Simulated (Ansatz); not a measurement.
**Te2Mo: what symmetry allows forces and stress to be**

```yaml
crystal:
  lattice:
    - [3.68861, 0.00000, 0.00000]
    - [-1.84431, 3.19443, 0.00000]
    - [0.00000, 0.00000, 18.41884]
  atoms:
    - { symbol: Te, position: [0.33333, 0.66667, 0.88038] }
    - { symbol: Te, position: [0.33333, 0.66667, 0.11962] }
    - { symbol: Mo, position: [0.00000, 0.00000, 0.00000] }
```

Level of theory: DFT PBEsol, scalar-relativistic, plane waves, PAW in Ansatz.

Plane waves to 420 eV, a k mesh through Γ of 9×9×2 on the computed 3-atom cell and Gaussian smearing (0.02 eV); no spin polarisation.

This distorted cell has space group P-6m2, with 12 operations.

Q: Without a calculation: in which directions can each atom feel a force?

A: A force must be left unchanged by every operation that keeps its atom in place, so it lies in the space that those operations leave fixed. Atoms that the group maps onto each other feel forces of one size.
```csv
atom,site symmetry,operations at the site,equivalent to atom,allowed force (Cartesian)
Te1,3m.,6,1,"along (0.00, 0.00, 1.00)"
Te2,3m.,6,1,"along (0.00, 0.00, 1.00)"
Mo3,-6m2,12,3,none
```

That leaves 1 independent force component of 9. A relaxation in this cell that keeps the symmetry moves the atoms in these directions alone.

Q: And the stress tensor?

A: It must be invariant under the point group, which leaves 2 independent components: yz, xz, xy vanish; xx = yy.

Q: Do the computed values obey this?

A: Yes. Forces (eV/Å):
```
Te1  0.000  0.000  3.412
Te2  0.000  0.000 -3.412
Mo3  0.000  0.000  0.000
```

Stress (GPa, compression positive, xx yy zz yz xz xy): -5.56 -5.56 -11.10 0.00 0.00 0.00. The program imposes the same operations on density, forces and stress, so this confirms the analysis and is no independent test of the calculation.

  The cell holds layers, and where no dispersion correction was added their binding is poorly described.

This form isn't the usual stable structure of the compound.